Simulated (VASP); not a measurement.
# Zn4F3 (Im-3m) in VASP: notebook

One crystal, Zn4F3, is run at these levels: PBE; tasks: single point, relaxation of cell and atoms.

All numbers are computed with VASP 6.6.1; they aren't measurements. Logs are shortened: lines on timing, memory, paths and dates and some standing lists are left out, and cuts for length are marked.

## (1) The cell of the first run

The structure is cubic, space group Im-3m (No. 229). The conventional cell has a = 5.895 Å, b = 5.895 Å, c = 5.895 Å, α = 90.00°, β = 90.00°, γ = 90.00°. Zn (site symmetry -3m) has 6 F at 2.55 Å as nearest neighbours. F (site symmetry 4/mmm) is surrounded by 8 Zn at 2.55 Å.

The cell was built by a generator and needn't be a form met in nature.

## (2) Single point, PBE (random cell by space group and Wyckoff sites (Im-3m, No. 229))

INCAR reads:

```
SYSTEM = Zn4F3
  PREC = Accurate
  ENCUT = 520
  EDIFF = 1E-7
  ISMEAR = 0
  SIGMA = 0.1
  LREAL = .FALSE.
  LASPH = .TRUE.
  NELM = 100
  ALGO = Fast
  ISIF = 2
  LWAVE = .FALSE.
  LCHARG = .FALSE.
  GGA = PE
  NBANDS = 44
```

KPOINTS reads:

```
Automatic mesh
0
G
  10 10 10
  0 0 0
```

POSCAR reads:

```
Zn4F3
1.0
   -2.9474991595      2.9474991595      2.9474991595
    2.9474991595     -2.9474991595      2.9474991595
    2.9474991595      2.9474991595     -2.9474991595
Zn F
4 3
Direct
    0.5000000000      0.5000000000      0.5000000000
    0.0000000000      0.0000000000      0.5000000000
    0.0000000000      0.5000000000      0.0000000000
    0.5000000000      0.0000000000      0.0000000000
    0.0000000000      0.5000000000      0.5000000000
    0.5000000000      0.0000000000      0.5000000000
    0.5000000000      0.5000000000      0.0000000000
```

Potentials or basis: VASP PAW PBE potentials, release 64 (Zn, F).

Launch:

```console
cat potpaw_PBE.64/Zn/POTCAR potpaw_PBE.64/F/POTCAR > POTCAR
mpirun -np 1 vasp_std > vasp.out
```

OUTCAR:

```text
SYSTEM = Zn4F3
   PREC = Accurate
   ENCUT = 520
   EDIFF = 1E-7
   ISMEAR = 0
   LREAL = .FALSE.
   LASPH = .TRUE.
   NELM = 100
   ISIF = 2
   GGA = PE

 ion  position               nearest neighbor table
   1  0.500  0.500  0.500-   2 2.95   3 2.95   4 2.95   4 2.95   3 2.95   2 2.95
   2  0.000  0.000  0.500-   1 2.95   3 2.95   4 2.95   3 2.95   4 2.95   1 2.95
   3  0.000  0.500  0.000-   1 2.95   2 2.95   4 2.95   2 2.95   1 2.95   4 2.95
   4  0.500  0.000  0.000-   1 2.95   2 2.95   3 2.95   1 2.95   2 2.95   3 2.95
   5  0.000  0.500  0.500-
   6  0.500  0.000  0.500-
   7  0.500  0.500  0.000-

  LATTYP: Found a body centered cubic cell.
 ALAT       =     5.8949983190

  Lattice vectors:

 A1 = (  -2.9474991595,   2.9474991595,   2.9474991595)
 A2 = (   2.9474991595,  -2.9474991595,   2.9474991595)
 A3 = (   2.9474991595,   2.9474991595,  -2.9474991595)

Analysis of symmetry for initial positions (statically):
=====================================================================
 Subroutine PRICEL returns:
 Original cell was already a primitive cell.

 Routine SETGRP: Setting up the symmetry group for a
 body centered cubic supercell.

 Subroutine GETGRP returns: Found 48 space group operations
 (whereof 48 operations were pure point group operations)
 out of a pool of 48 trial point group operations.

The static configuration has the point symmetry O_h .

Analysis of symmetry for dynamics (positions and initial velocities):
=====================================================================
 Subroutine PRICEL returns:
 Original cell was already a primitive cell.

 Routine SETGRP: Setting up the symmetry group for a
 body centered cubic supercell.

 Subroutine GETGRP returns: Found 48 space group operations
 (whereof 48 operations were pure point group operations)
 out of a pool of 48 trial point group operations.

The dynamic configuration has the point symmetry O_h .

 Subroutine INISYM returns: Found 48 space group operations
 (whereof 48 operations are pure point group operations),
 and found     1 'primitive' translations

----------------------------------------------------------------------------------------

                                     Primitive cell

  volume of cell :     102.4286

  direct lattice vectors                    reciprocal lattice vectors
    -2.947499159  2.947499159  2.947499159     0.000000000  0.169635333  0.169635333
     2.947499159 -2.947499159  2.947499159     0.169635333  0.000000000  0.169635333
     2.947499159  2.947499159 -2.947499159     0.169635333  0.169635333  0.000000000

  length of vectors
     5.105218300  5.105218300  5.105218300     0.239900588  0.239900588  0.239900588

  position of ions in fractional coordinates (direct lattice)
     0.500000000  0.500000000  0.500000000
     0.000000000  0.000000000  0.500000000
     0.000000000  0.500000000  0.000000000
     0.500000000  0.000000000  0.000000000
     0.000000000  0.500000000  0.500000000
     0.500000000  0.000000000  0.500000000
     0.500000000  0.500000000  0.000000000

  ion indices of the primitive-cell ions
   primitive index   ion index
                 1           1
                 2           2
                 3           3
                 4           4
                 5           5
                 6           6
                 7           7

----------------------------------------------------------------------------------------

 KPOINTS: Automatic mesh

Automatic generation of k-mesh.
 Grid dimensions read from file:
 generate k-points for:   10   10   10

 Generating k-lattice:

  Cartesian coordinates                     Fractional coordinates (reciprocal lattice)
     0.000000000  0.016963533  0.016963533     0.100000000  0.000000000  0.000000000
     0.016963533  0.000000000  0.016963533     0.000000000  0.100000000  0.000000000
     0.016963533  0.016963533  0.000000000     0.000000000  0.000000000  0.100000000

  Length of vectors
     0.023990059  0.023990059  0.023990059

  Shift w.r.t. Gamma in fractional coordinates (k-lattice)
     0.000000000  0.000000000  0.000000000

 Subroutine IBZKPT returns following result:
 ===========================================

 Found     47 irreducible k-points:

 Following reciprocal coordinates:
            Coordinates               Weight
  0.000000  0.000000  0.000000      1.000000
  0.100000  0.000000  0.000000     12.000000
  0.200000  0.000000  0.000000     12.000000
  0.300000  0.000000  0.000000     12.000000
  0.400000  0.000000  0.000000     12.000000
  0.500000  0.000000  0.000000      6.000000
[... 16 lines left out ...]
  0.300000  0.300000  0.100000      8.000000
 -0.300000  0.300000  0.100000     24.000000
 [... further k-points ...]
   k-points           NKPTS =     47   k-points in BZ     NKDIM =     47   number of bands    NBANDS=     44
   number of dos      NEDOS =    301   number of ions     NIONS =      7
   total plane-waves  NPLWV =  64000
   dimension x,y,z NGX =    40 NGY =   40 NGZ =   40
   dimension x,y,z NGXF=    80 NGYF=   80 NGZF=   80
   ions per type =               4   3
   NGX,Y,Z   is equivalent  to a cutoff of  13.03, 13.03, 13.03 a.u.
   NGXF,Y,Z  is equivalent  to a cutoff of  26.05, 26.05, 26.05 a.u.
 SYSTEM =  Zn4F3
   PREC   = accura    normal or accurate (medium, high low for compatibility)
   ISTART =      0    job   : 0-new  1-cont  2-samecut
   ICHARG =      2    charge: 1-file 2-atom 10-const
   ISPIN  =      1    spin polarized calculation?
   LNONCOLLINEAR =      F non collinear calculations
   LSORBIT =      F    spin-orbit coupling
   LASPH  =      T    aspherical Exc in radial PAW
   ENCUT  =  520.0 eV  38.22 Ry    6.18 a.u.   9.49  9.49  9.49*2*pi/ulx,y,z
   NELM   =    100;   NELMIN=  2; NELMDL= -5     # of ELM steps
   EDIFF  = 0.1E-06   stopping-criterion for ELM
   LREAL  =      F    real-space projection
   EDIFFG = 0.1E-05   stopping-criterion for IOM
   NSW    =      0    number of steps for IOM
   IBRION =     -1    ionic relax: 0-MD 1-quasi-New 2-CG
   NFREE  =      0    steps in history (QN), initial steepest desc. (CG)
   ISIF   =      2    stress and relaxation
   ISYM   =      2    0-nonsym 1-usesym 2-fastsym
   POTIM  = 0.5000    time-step for ionic-motion
   TEBEG  =    0.0;   TEEND  =   0.0 temperature during run
   PSTRESS=    0.0 pullay stress
   NELECT =      69.0000    total number of electrons
   NUPDOWN=      -1.0000    fix difference up-down
   EMIN   =  10.00;   EMAX   =-10.00  energy-range for DOS
   EFERMI =   0.00;   METHOD = LEGACY
   ISMEAR =     0;   SIGMA  =   0.10  broadening in eV -4-tet -1-fermi 0-gaus
   EFERMI_NEDOS =   21; number of points for ismear=-14 and -15
   IALGO  =     68    algorithm
   IMIX   =      4    mixing-type and parameters
     AMIX     =   0.40;   BMIX     =  1.00
     AMIX_MAG =   1.60;   BMIX_MAG =  1.00
  volume/ion in A,a.u.               =      14.63        98.75
  Fermi-wavevector in a.u.,A,eV,Ry     =   1.435107  2.711958 28.021621  2.059531
  Thomas-Fermi vector in A             =   2.554442
   LORBIT       =      0    0 simple, 1 ext, 2 COOP (PROOUT), +10 PAW based schemes
   GGA     = PE    functional components
   LHFCALC =     F    Hartree Fock is set to
   AEXX    =    0.0000 exact exchange contribution
   IVDW    =     0    specifies the selected vdW correction
   LEPSILON=     F    determine dielectric tensor
   LRPA    =     F    only Hartree local field effects (RPA)
 non-spin polarized calculation
 RMM-DIIS sequential band-by-band and
 Gauss-broadening in eV      SIGMA  =   0.10
  energy-cutoff  :      520.00
  volume of cell :      102.43
 maximum number of plane-waves:      2781
 NGX is ok and might be reduce to    40
   NGX = 19   NGY = 19   NGZ = 19

 number of electron      69.0000019 magnetization

 Free energy of the ion-electron system (eV)
  ---------------------------------------------------
  ext. energy  EPLUGINS =         0.00000000
  ---------------------------------------------------
  free energy    TOTEN  =       -14.81045603 eV

  energy without entropy =      -14.78837036  energy(sigma->0) =      -14.79941319

 E-fermi :   1.7486     XC(G=0): -10.4001

 val. band max:        1.7383328770   @ k =  -0.3000   0.4000   0.1000
 cond. band min:       1.7558477295   @ k =   0.2000   0.1000   0.1000
 fundamental gap:      0.0175148525
 Fermi energy:         1.7486192253

 k-point     1 :       0.0000    0.0000    0.0000
  band No.  band energies     occupation
      1     -21.8189      2.00000
      2     -21.4852      2.00000
      3     -21.4852      2.00000
      4      -5.5796      2.00000
      5      -5.5796      2.00000
      6      -5.5067      2.00000
[... 36 lines left out ...]
     43       8.1158      0.00000
     44      12.8321      0.00000

 k-point     2 :       0.1000    0.0000    0.0000
  band No.  band energies     occupation
      1     -21.8099      2.00000
      2     -21.4917      2.00000
      3     -21.4856      2.00000
      4      -5.5753      2.00000
      5      -5.5710      2.00000
      6      -5.4960      2.00000
[... 36 lines left out ...]
     43       8.4630      0.00000
     44      11.9524      0.00000

 k-point     3 :       0.2000    0.0000    0.0000
  band No.  band energies     occupation
      1     -21.7856      2.00000
      2     -21.5097      2.00000
      3     -21.4866      2.00000
      4      -5.5700      2.00000
      5      -5.5452      2.00000
      6      -5.5050      2.00000
[... 36 lines left out ...]
     43       9.3273      0.00000
     44      10.7062      0.00000

 k-point     4 :       0.3000    0.0000    0.0000
  band No.  band energies     occupation
      1     -21.7498      2.00000
      2     -21.5382      2.00000
      3     -21.4875      2.00000
      4      -5.6151      2.00000
      5      -5.5710      2.00000
      6      -5.5469      2.00000
[... 882 lines left out ...]
     43       9.4616      0.00000
     44       9.7009      0.00000

 k-point    23 :       0.3000    0.3000    0.1000
  band No.  band energies     occupation
      1     -21.6198      2.00000
      2     -21.6198      2.00000
      3     -21.5302      2.00000
      4      -5.5801      2.00000
      5      -5.5801      2.00000
      6      -5.4988      2.00000
[... 36 lines left out ...]
     43       8.9591      0.00000
     44       8.9638      0.00000

 k-point    24 :      -0.3000    0.3000    0.1000
  band No.  band energies     occupation
      1     -21.7449      2.00000
      2     -21.5522      2.00000
      3     -21.4752      2.00000
      4      -5.6552      2.00000
      5      -5.6162      2.00000
      6      -5.6059      2.00000
[... 36 lines left out ...]
     43       8.6131      0.00000
     44      10.5118      0.00000

 [... further k-points ...]
[... 5 lines left out ...]
  --------------------------------------------------------------------------------------
  -------------------------------------------------------------------------------------
  Total       -0.0599376     -0.0599376     -0.0599376      0.0000000      0.0000000      0.0000000
  in kB       -0.9375381     -0.9375381     -0.9375381      0.0000000      0.0000000      0.0000000
  external PRESSURE =      -0.9375381 kB  Pullay stress =       0.0000000 kB

 VOLUME and BASIS-vectors are now :
 -----------------------------------------------------------------------------
  energy-cutoff  :      520.00
  volume of cell :      102.43
      direct lattice vectors                 reciprocal lattice vectors
    -2.947499159  2.947499159  2.947499159     0.000000000  0.169635333  0.169635333
     2.947499159 -2.947499159  2.947499159     0.169635333  0.000000000  0.169635333
     2.947499159  2.947499159 -2.947499159     0.169635333  0.169635333  0.000000000

 POSITION                                       TOTAL-FORCE (eV/Angst)
 -----------------------------------------------------------------------------------
      1.47375      1.47375      1.47375        -0.000000      0.000000     -0.000000
      1.47375      1.47375     -1.47375        -0.000000      0.000000      0.000000
      1.47375     -1.47375      1.47375        -0.000000      0.000000      0.000000
     -1.47375      1.47375      1.47375        -0.000000      0.000000     -0.000000
      2.94750      0.00000      0.00000         0.000000     -0.000000      0.000000
      0.00000      2.94750      0.00000        -0.000000     -0.000000      0.000000
      0.00000      0.00000      2.94750         0.000000     -0.000000     -0.000000
 -----------------------------------------------------------------------------------
    total drift:                                0.000000     -0.000000      0.000000

  FREE ENERGIE OF THE ION-ELECTRON SYSTEM (eV)
  ---------------------------------------------------
  free  energy   TOTEN  =       -14.8104560263 eV

  energy  without entropy=      -14.7883703592  energy(sigma->0) =      -14.79941319
```

Wall time 4.4 min (1 thread of Intel Xeon Platinum 8259CL at 2.50GHz (Skylake/Cascade Lake), shared host); peak memory 0.33 GiB.

What came out:

```yaml
Free_energy: -14.8105 eV
Pressure: -0.1 GPa
Band_gap_on_the_k_mesh: none (metal or under the smearing width)
```

Caveat: an odd number of electrons without spin polarisation forces a metal; a magnetic or distorted state may lie lower.

## (3) Relaxation of cell and atoms, PBE (random cell by space group and Wyckoff sites (Im-3m, No. 229))

INCAR reads:

```
SYSTEM = Zn4F3
PREC     = Accurate       ! precision mode
ENCUT    = 600            ! plane-wave cutoff, eV
EDIFF    = 1E-6           ! SCF threshold, eV
ISMEAR   = 0              ! smearing method
SIGMA    = 0.1            ! smearing width, eV
LREAL    = .False.        ! projectors in reciprocal space
LASPH    = .True.         ! aspherical terms in the spheres
NELM     = 100            ! most SCF steps
ALGO     = Normal         ! electronic algorithm
ISIF     = 3              ! what is computed and relaxed
LWAVE    = .False.        ! write WAVECAR
LCHARG   = .False.        ! write CHGCAR
GGA      = PE             ! functional
IBRION   = 2              ! ionic algorithm
NSW      = 90             ! ionic steps
EDIFFG   = -0.04          ! ionic threshold
```

KPOINTS reads:

```
regular mesh
0
Gamma
  4 4 4
  0 0 0
```

Changes to POSCAR since step 2:

```diff
@@ -2,5 +2,5 @@
 1.0
-   -2.9474991595      2.9474991595      2.9474991595
-    2.9474991595     -2.9474991595      2.9474991595
-    2.9474991595      2.9474991595     -2.9474991595
+   -3.0215793800      3.0215793800      3.0215793800
+    3.0215793800     -3.0215793800      3.0215793800
+    3.0215793800      3.0215793800     -3.0215793800
 Zn F
```

Potentials or basis: VASP PAW PBE potentials, release 64 (Zn, F).

Launch:

```console
cat potpaw_PBE.64/Zn/POTCAR potpaw_PBE.64/F/POTCAR > POTCAR
mpirun -np 1 vasp_std > vasp.out
```

It took 1.9 min on 1 thread of Intel Xeon Platinum 8259CL at 2.50GHz (Skylake/Cascade Lake), shared host; peak memory 0.27 GiB.

Results (log left out):

| Quantity | Value |
| --- | --- |
| Free energy | -14.8540 eV |
| Relaxed volume | 14.65 Å³/atom |
| Relaxed cell | a = 5.107 Å, b = 5.107 Å, c = 5.107 Å, α = 109.47°, β = 109.47°, γ = 109.47° |
| Space group after relaxing (to 0.05 Å) | Im-3m (No. 229) |
| Energy gained by relaxing | 13.2 meV/atom |
| Ionic steps | 3 |
| Pressure after relaxing | 0.0 GPa |
| Band gap on the k mesh | none (metal or under the smearing width) |

Step by step:
| step | energy change (eV) | largest force (eV/Å) | pressure (GPa) | volume (Å³) |
| --- | --- | --- | --- | --- |
| 1 | 0.0000 | 0.0000 | -3.49 | 110.35 |
| 2 | -0.0822 | 0.0000 | -1.29 | 104.96 |
| 3 | -0.0921 | 0.0000 | -0.01 | 102.52 |

Final structure:
```cif
data_structure
_symmetry_space_group_name_H-M 'P 1'
_symmetry_Int_Tables_number 1
_cell_length_a 5.1067
_cell_length_b 5.1067
_cell_length_c 5.1067
_cell_angle_alpha 109.471
_cell_angle_beta 109.471
_cell_angle_gamma 109.471
_cell_volume 102.52
loop_
_atom_site_label
_atom_site_type_symbol
_atom_site_fract_x
_atom_site_fract_y
_atom_site_fract_z
_atom_site_occupancy
Zn1 Zn 0.50000 0.50000 0.50000 1
Zn2 Zn 0.00000 0.00000 0.50000 1
Zn3 Zn 0.00000 0.50000 0.00000 1
Zn4 Zn 0.50000 0.00000 0.00000 1
F1 F 0.00000 0.50000 0.50000 1
F2 F 0.50000 0.00000 0.50000 1
F3 F 0.50000 0.50000 0.00000 1
```

Levels at points of the mesh, in eV from the Fermi level:
| k point | band 32 | band 33 | band 34 | band 35 | band 36 | band 37 |
| --- | --- | --- | --- | --- | --- | --- |
| (0.00, 0.00, 0.00) | -4.42 | -4.42 | 0.27 | 0.27 | 0.27 | 3.13 |
| (0.50, 0.00, 0.00) | -4.24 | -1.96 | -1.52 | -0.06 | 0.91 | 2.23 |
| (0.50, 0.50, 0.50) | -4.09 | -1.32 | 0.13 | 0.13 | 0.13 | 1.36 |

Caveat: the k mesh is coarse (spacing up to 0.37 Å⁻¹), so the values aren't converged; an odd number of electrons without spin polarisation forces a metal; a magnetic or distorted state may lie lower.
